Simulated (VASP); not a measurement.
Runs of VASP 6.6.1 on BAs. The structure is cubic, space group F-43m (No. 216). The conventional cell has a = 4.777 Å, b = 4.777 Å, c = 4.777 Å, α = 90.00°, β = 90.00°, γ = 90.00°. As (site symmetry -43m) has 4 B at 2.07 Å as nearest neighbours. B (site symmetry -43m) is surrounded by 4 As at 2.07 Å. 

```tsv
level	grid for exact exchange (PRECFOCK)	share of exact exchange	gap on the mesh (eV)	pressure (GPa)
r2SCAN0	Fast	-	(a)	-1.9
PBEsol0	Fast	-	2.51	(b)
B3LYP	Normal	-	2.53	4.4
r2SCAN-EpsX	Fast	0.1013	1.89	-0.1
PBE-EpsX	Fast	0.1013	(c)	1.9
```

Alike in all rows: task band structure; potentials or basis VASP PAW PBE potentials, release 64 (As, B); no spin polarisation; cell as given; k mesh 5 × 5 × 5; cutoff (eV) 520; smearing fermi-dirac 0.05 eV; the mesh is coarse, so values aren't converged.

**Question.** Estimate the missing entries.

**Answer.** (a) 2.67; (b) -2.9; (c) 1.73.

Caveats: all runs use coarse meshes; an unscreened hybrid on a path of extra k points without a Coulomb cutoff has errors near the mesh points, so the bands along the path aren't reliable; the PAW data sets were made with another functional, which shifts forces and pressure a little; an odd mesh through Γ misses points on the zone boundary, where band edges often lie.

A k mesh can miss the band edges, and the runs leave out spin-orbit coupling on As.
